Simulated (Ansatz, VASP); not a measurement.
# W: VASP beside Ansatz

INCAR

```
PREC = Accurate
ENCUT = 520
EDIFF = 1E-7
ISMEAR = -1
SIGMA = 0.05
LREAL = F
LASPH = T
NELM = 100
ALGO = Normal
ISIF = 2
LWAVE = F
LCHARG = F
GGA = PS
NBANDS = 13
```

The input KPOINTS:

```
Automatic mesh
0
Gamma
  12 12 12
```

The input POSCAR:

```
W
1.0
   -1.5448010000      1.6150760000      1.6310250000
    1.5711460000     -1.5452470000      1.5875410000
    1.5456960000      1.5461430000     -1.5611960000
W
1
Direct
    0.0109310000      0.0077030000      0.0229730000
```

File input.yaml:

```yaml
crystal:
  lattice:
    - [-1.544801, 1.615076, 1.631025]
    - [1.571146, -1.545247, 1.587541]
    - [1.545696, 1.546143, -1.561196]
  atoms:
    - { symbol: W, position: [0.010931, 0.007703, 0.022973] }
hamiltonian:
  xc: pbesol
  pseudopotentials: { kind: paw }
kpoints:
  mp_grid: { grid: [12, 12, 12] }
scf:
  occupations: { method: fermi_dirac, width: 0.05 }
output:
  forces: true
  stress: true
  eigenvalues: true
  write_density: true
  write_potential: true
  elf: true
  volumetric_format: npy
```

Change from the starting cell: cell strained at random at fixed volume.

Alike in both runs: task single point; functional PBEsol; k mesh 12 × 12 × 12; occupations fermi-dirac, width 0.05 eV; no spin polarisation.

```csv
,VASP,Ansatz
version,VASP 6.6.1,Ansatz 0.2.0
potentials or method,"VASP PAW PBE potentials, release 64 (W_sv)",Ansatz PAW
plane-wave cutoff (eV),520,420
valence electrons in the cell,14,14
```

|  | VASP | Ansatz | Ansatz less VASP |
| --- | --- | --- | --- |
| gap on the k mesh at the Fermi level (eV) | none | none | - |
| pressure (GPa) | -2.1 | -2.8 | -0.65 |
| largest component of the traceless stress (GPa) | 6.05 | 5.93 | -0.125 |

A gap of «none» marks a metal or a gap that the smearing closes.

Caveats: the PAW data sets were made with another functional, which shifts forces and pressure a little (VASP); the PAW data sets come from PBE, with cores solved anew for the run's functional, which leaves a small shift of forces and pressure (Ansatz). Spin-orbit coupling is left out, which matters for the levels of W.
